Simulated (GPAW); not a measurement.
Crystal: ZrB2.

```
CELL_PARAMETERS angstrom
3.17000 0.00000 0.00000
-1.58500 2.74530 0.00000
0.00000 0.00000 3.53300
ATOMIC_POSITIONS crystal
Zr 0.00000 0.00000 0.00000
B 0.66667 0.33333 0.50000
B 0.33333 0.66667 0.50000
```

| Item | Value |
| --- | --- |
| Program | GPAW 26.7.0 |
| Task | single point |
| Functional | PBEsol |
| Potentials or basis | PAW data sets generated in the run's folder for this functional |
| Cutoff | 800 eV |
| Basis | pw |
| k mesh | 10 × 10 × 8 |
| Occupations | fermi-dirac, width 0.05 eV |
| Spin | no spin polarisation |

On this cell: pressure -4.8 GPa; largest force under 0.003 eV/Å; band gap on the k mesh none (metal or under the smearing width).

The same run follows on a disturbed copy (atoms moved at random, drawn with an rms of 0.05 Å):

```
Zr B
1.0
     3.17000    0.00000    0.00000
    -1.58500    2.74530    0.00000
     0.00000    0.00000    3.53300
Zr B
1 2
Direct
  0.00055 0.02110 0.99126
  0.65467 0.33004 0.49578
  0.34214 0.66506 0.51411
```

Q: What does the disturbed cell give?

A: The energy (extrapolated to zero smearing) moves by +28.2 meV/atom; pressure -3.8 GPa; largest force 1.242 eV/Å; band gap on the k mesh none (metal or under the smearing width).

Forces on the atoms (eV/Å):
```
Zr   0.374 -0.831  0.672
B    0.538  0.395  0.050
B   -0.912  0.436 -0.722
```

Stress tensor (GPa, compression positive):
```
-3.57  0.45  0.44
 0.45 -3.82 -0.71
 0.44 -0.71 -4.11
```
